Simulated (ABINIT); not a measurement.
Runs of ABINIT 10.8.3 (patched build) on Au. Symmetry: Fm-3m, No. 225, cubic system. Conventional cell: a = 4.070 Å, b = 4.070 Å, c = 4.070 Å, α = 90.00°, β = 90.00°, γ = 90.00°. Au (site symmetry m-3m) has 12 Au at 2.88 Å as nearest neighbours. 

| task | level | potentials or basis | k mesh | cutoff (eV) | most SCF steps | thinning of the exchange mesh (fockdownsampling) | fine-grid cutoff | mesh quality | gap on the mesh (eV) | pressure (GPa) |
| --- | --- | --- | --- | --- | --- | --- | --- | --- | --- | --- |
| single point | PBE0 | SPMS NC PBE v1.0 | 8 × 8 × 8 | 707 | 60 | 2 × 2 × 2 | - | not flagged | none | - |
| band structure | revPBE | JTH PAW PBE v2.0 | 11 × 11 × 11 | 680 | - | - | 1278.94 eV | not flagged | none | 13.9 |
| single point | PBE0 | PseudoDojo NC SR PBE v0.4.1 standard | 8 × 8 × 8 | 871 | 60 | 2 × 2 × 2 | - | not flagged | none | - |
| band structure | SCAN | JTH PAW PBE v2.0 | 11 × 11 × 11 | 816 | - | - | 1414.99 eV | not flagged | none | 3.5 |
| single point | PBEsol | JTH PAW PBE v2.0 | 7 × 7 × 7 | 680 | - | - | 1278.94 eV | coarse | none | 2.1 |
| band structure | AM05 | PseudoDojo NC SR PBEsol v0.4.1 standard | 11 × 11 × 11 | 1034 | - | - | - | not flagged | none | (b) |
| single point | HSE06 | PseudoDojo NC SR PBE v0.4.1 standard | 8 × 8 × 8 | 871 | 60 | 2 × 2 × 2 | - | not flagged | none | - |
| band structure | BP86 | PseudoDojo NC SR PBE v0.4.1 standard | 11 × 11 × 11 | 1034 | - | - | - | not flagged | none | (a) |
| band structure | LDA-Teter | PseudoDojo NC SR LDA v0.4.1 standard | 11 × 11 × 11 | 871 | - | - | - | not flagged | none | - |
| single point | r2SCAN | JTH PAW PBE v2.0 | 4 × 4 × 4 | 816 | - | - | 1414.99 eV | coarse | none | 10.1 |
| band structure | LDA-Teter | JTH PAW LDA v2.0 | 11 × 11 × 11 | 680 | - | - | 1278.94 eV | not flagged | none | -2.7 |

Alike in all rows: no spin polarisation; cell as given; smearing fermi-dirac 0.05 eV.

Fill in the values left out.

(a) 11.8; (b) 0.6.

Caveats: some runs use coarse meshes; spin-orbit coupling is left out, which moves the levels of the heavy elements (some runs); the potentials were made for another functional, which shifts forces and pressure (some runs); the PAW data sets were made with another functional, which shifts forces and pressure a little (some runs); Libxc's HSE differs a little from that of other programs (some runs).

A k mesh can miss the band edges, and the runs leave out spin-orbit coupling on Au.

A gap of «none» marks a metal or a gap under the smearing width.

The runs don't all hold the same shells in valence.

Runs at the PBE level aren't shown here.
